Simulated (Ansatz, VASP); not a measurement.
**Zr: VASP beside Ansatz**

Contents of INCAR:

```
SYSTEM = Zr
ALGO     = Normal         ! electronic algorithm
EDIFF    = 1E-6           ! SCF threshold, eV
ENCUT    = 520            ! plane-wave cutoff, eV
GGA      = PE             ! functional
ISIF     = 2              ! what is computed and relaxed
ISMEAR   = -1             ! smearing method
LASPH    = .TRUE.         ! aspherical terms in the spheres
LCHARG   = .FALSE.        ! write CHGCAR
LREAL    = .FALSE.        ! projectors in reciprocal space
LWAVE    = .FALSE.        ! write WAVECAR
NBANDS   = 19             ! bands
NELM     = 100            ! most SCF steps
PREC     = Accurate       ! precision mode
SIGMA    = 0.08           ! smearing width, eV
```

File KPOINTS:

```
k-points
0
G
  11 11 11
  0 0 0
```

Contents of POSCAR:

```
Zr
1.0
    0.0000000000      3.0551315048      3.0551315048
    3.0551315048      0.0000000000      3.0551315048
    3.0551315048      3.0551315048      0.0000000000
Zr
2
Direct
   -0.1250000000     -0.1250000000     -0.1250000000
    0.1250000000      0.1250000000      0.1250000000
```

Input for Ansatz:

```yaml
crystal:
  lattice:
    - [0.0, 3.0551315048, 3.0551315048]
    - [3.0551315048, 0.0, 3.0551315048]
    - [3.0551315048, 3.0551315048, 0.0]
  atoms:
    - { symbol: Zr, position: [-0.125, -0.125, -0.125] }
    - { symbol: Zr, position: [0.125, 0.125, 0.125] }
kpoints:
  mp_grid: { grid: [11, 11, 11] }
scf:
  occupations: { method: fermi_dirac, width: 0.08 }
hamiltonian:
  xc: pbe
  pseudopotentials: { kind: paw }
output:
  forces: true
  stress: true
  eigenvalues: true
  populations: true
  write_density: true
  write_potential: true
  elf: true
  volumetric_format: npy
```

Change from the starting cell: volume scaled by 0.92, PAW files.

Alike in both runs: task single point; functional PBE; k mesh 11 × 11 × 11; occupations fermi-dirac, width 0.08 eV; no spin polarisation.

```csv
,VASP,Ansatz
version,VASP 6.6.1,Ansatz 0.2.0
potentials or method,"VASP PAW PBE potentials, release 64 (Zr_sv)","PAW with Ansatz's default frozen-core files, scalar-relativistic"
plane-wave cutoff (eV),520,420
valence electrons in the cell,24,24
```

|  | VASP | Ansatz | Ansatz less VASP |
| --- | --- | --- | --- |
| pressure (GPa) | 3.5 | 3.3 | -0.15 |
